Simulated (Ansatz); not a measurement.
# SnO2: the cost of one run

Program: Ansatz 0.2.0. Level of theory: DFT r2SCAN, scalar-relativistic, plane waves, PAW. These are calculated values, not measurements.

1 further run of the same task is left out (set aside as unsound or not needed). Runs told in other sessions of the task aren't counted.

## 1. Starting point

The structure is tetragonal, space group P4_2/mnm (No. 136). The conventional cell has a = 4.760 Å, b = 4.760 Å, c = 3.201 Å, α = 90.00°, β = 90.00°, γ = 90.00°. Sn (site symmetry mmm) is surrounded by 6 O at 2.06 to 2.07 Å. Around O (site symmetry m2m) lie 3 Sn at 2.06 to 2.07 Å.

Coordinates:

```cif
data_structure
_symmetry_space_group_name_H-M 'P4_2/mnm'
_symmetry_Int_Tables_number 136
_cell_length_a 4.7602
_cell_length_b 4.7602
_cell_length_c 3.2006
_cell_angle_alpha 90.000
_cell_angle_beta 90.000
_cell_angle_gamma 90.000
_cell_volume 72.52
loop_
_atom_site_label
_atom_site_type_symbol
_atom_site_symmetry_multiplicity
_atom_site_Wyckoff_symbol
_atom_site_fract_x
_atom_site_fract_y
_atom_site_fract_z
_atom_site_occupancy
Sn1 Sn 2 a 0.00000 0.00000 0.00000 1
O1 O 4 f 0.30589 0.30589 0.00000 1
```

It is the result of an earlier relaxation at this level (volume 12.09 Å³/atom; gap on the mesh: 1.77 eV).

## 2. The reference cell

The reference gives a free energy of -14352.4280 eV, pressure -0.01 GPa, largest force 0.002 eV/Å and gap on the mesh 1.77 eV. It was computed beforehand with the settings of the runs below.

## 3. Next: moving one atom along a line

Atom 3 (O) is moved by x along the Cartesian unit vector (-0.707, -0.707, 0.000); the cell and all other atoms stay fixed. Forces below are components along that vector, summed over the moved atoms. In a periodic cell its images move with it.

## 4. At x = -0.300 Å

input.yaml reads:

```yaml
crystal:
  lattice:
    - [4.7602164794, 0.0, 0.0]
    - [0.0, 4.7602164794, 0.0]
    - [0.0, 0.0, 3.2005650981]
  atoms:
    - { symbol: Sn, position: [0.0, 0.0, 0.0] }
    - { symbol: Sn, position: [0.5, 0.5, 0.5] }
    - { symbol: O, position: [0.350457025, 0.350457025, 0.0] }
    - { symbol: O, position: [0.1941065017, 0.8058934983, 0.5] }
    - { symbol: O, position: [0.6941065017, 0.6941065017, 0.0] }
    - { symbol: O, position: [0.8058934983, 0.1941065017, 0.5] }
basis:
  ecutwfc: 500
kpoints:
  mp_grid: { grid: [6, 6, 8] }
hamiltonian:
  xc: r2scan
scf:
  occupations: { method: gaussian, width: 0.05 }
output:
  forces: true
  stress: true
  eigenvalues: true
```

Launch:

```bash
$ ansatz run input.yaml --threads 1 --pin off --max-ram 2560MiB --backend cpu --events-out ev --progress --plain --runs-dir out
```

What time and memory should one allow on 1 thread of Intel Xeon 6975P-C (Granite Rapids), shared host?

About 12 s, with a peak of 0.53 GiB.
